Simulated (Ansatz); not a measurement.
Crystal: FeO.

```
CELL_PARAMETERS angstrom
-1.60210 1.60210 2.08339
1.60210 -1.60210 2.08339
1.60210 1.60210 -2.08339
ATOMIC_POSITIONS crystal
Fe 0.00000 0.00000 0.00000
O 0.50000 0.50000 0.00000
```

The cell comes from a database or a generator and needn't be the stable form of this composition.

Alike in all runs: program Ansatz 0.2.0; functional PBEsol; potentials or basis Ansatz PAW; cutoff 420 eV (not typed: the program's choice for these potentials); k mesh 10 × 10 × 10; occupations fermi-dirac, width 0.05 eV.

Starts and where they ended:

```csv
start,free energy over the lowest (meV/atom),net moment (μB),site or absolute moments (μB),gap
"collinear spin, program default start; fixed moment 0",775.7,0.00,-,-
"collinear spin, ferromagnetic start of up to 4.5 μB; fixed moment 4.5",338.7,4.50,Fe +3.58; O +0.47,-
"collinear spin, ferromagnetic start of up to 2.2 μB; fixed moment 2.2",398.0,2.20,Fe +2.04; O -0.01,-
"collinear spin, ferromagnetic start of up to 0.8 μB; fixed moment 0.8",690.6,0.80,Fe +0.74; O +0.02,-
"collinear spin, ferromagnetic start of up to 1.5 μB; fixed moment 1.5",579.0,1.50,Fe +1.40; O -0.01,-
"collinear spin, ferromagnetic start of up to 3 μB; fixed moment 3",179.1,3.00,Fe +2.69; O +0.08,-
"collinear spin, ferromagnetic start of up to 3.8 μB; fixed moment 3.8",0.0,3.80,Fe +3.26; O +0.26,-
"collinear spin, ferromagnetic start of up to 6 μB; fixed moment 6",2612.6,6.00,Fe +4.14; O +0.87,-
```

All polarised runs hold their moment fixed, so the table maps the energy against it. A still lower state may exist.

Caveats: the cell is far from rest, so the order of the states can change on relaxing; the total moment is fixed, so each spin has its own Fermi level; a cell with one magnetic atom can't hold antiferromagnetic order, which such compounds often take (some runs).
